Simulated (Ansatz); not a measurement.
# V2O3: the cost of one run

Program: Ansatz 0.2.0. Level of theory: DFT PBE, scalar-relativistic, plane waves, PAW. These are calculated values, not measurements.

3 further runs of the same task are left out: 3 set aside as unsound or not needed.

## 1. The starting structure

It takes space group R-3c (No. 167, trigonal). The conventional cell has a = 4.853 Å, b = 4.853 Å, c = 14.312 Å, α = 90.00°, β = 90.00°, γ = 120.00°. Around V (site symmetry 3) lie 6 O at 1.97 to 2.04 Å. O (site symmetry 2) has 4 V at 1.97 to 2.04 Å in its first shell of neighbours.

Structure file:

```cif
data_structure
_symmetry_space_group_name_H-M 'R-3c:H'
_symmetry_Int_Tables_number 167
_cell_length_a 4.8528
_cell_length_b 4.8528
_cell_length_c 14.3124
_cell_angle_alpha 90.000
_cell_angle_beta 90.000
_cell_angle_gamma 120.000
_cell_volume 291.90
loop_
_atom_site_label
_atom_site_type_symbol
_atom_site_symmetry_multiplicity
_atom_site_Wyckoff_symbol
_atom_site_fract_x
_atom_site_fract_y
_atom_site_fract_z
_atom_site_occupancy
V1 V 12 c 0.66667 0.33333 0.49301 1
O1 O 18 e 0.00000 0.32440 0.25000 1
```

It is the result of an earlier relaxation at this level (volume 9.73 Å³/atom; gap on the mesh: none (metal), site moments up to 0.8 μB).

## 2. The bulk in the cell of the plane

input.yaml

```yaml
crystal:
  lattice:
    - [4.8524407022, 0.0, 0.0]
    - [0.0, 7.3588668629, 0.0]
    - [2.4262203511, 3.1999201427, 2.7246808508]
  atoms:
    - { symbol: V, position: [0.8191967701, 0.9788748484, 0.8615676171], spin: 0.93 }
    - { symbol: V, position: [0.1807643872, 0.5211251516, 0.1384323829], spin: 0.93 }
    - { symbol: V, position: [0.1808032299, 0.0211251516, 0.1384323829], spin: 0.93 }
    - { symbol: V, position: [0.8192356128, 0.4788748484, 0.8615676171], spin: 0.93 }
    - { symbol: O, position: [0.3243157751, 0.2499725332, 0.1756971936] }
    - { symbol: O, position: [1.29687e-05, 0.2500274668, 0.8243028064] }
    - { symbol: O, position: [0.6756842249, 0.7500274668, 0.8243028064] }
    - { symbol: O, position: [0.9999870313, 0.7499725332, 0.1756971936] }
    - { symbol: O, position: [0.3243664042, 0.75, 0.5] }
    - { symbol: O, position: [0.6756335958, 0.25, 0.5] }
basis:
  ecutwfc: 420
kpoints:
  mp_grid: { grid: [7, 5, 13] }
hamiltonian:
  xc: pbe
scf:
  occupations: { method: gaussian, width: 0.1 }
output:
  forces: true
  stress: true
  eigenvalues: true
  populations: true
magnetization:
  spin_polarized: true
```

Launch:

```bash
$ ansatz run input.yaml --threads 4 --pin off --max-ram 10240MiB --backend cpu --events-out ev --progress --plain --runs-dir out
```

Q: Estimate wall time and peak memory on 4 threads of Intel Xeon 6975P-C (Granite Rapids), shared host.

About 34 s, with a peak of 1.8 GiB.
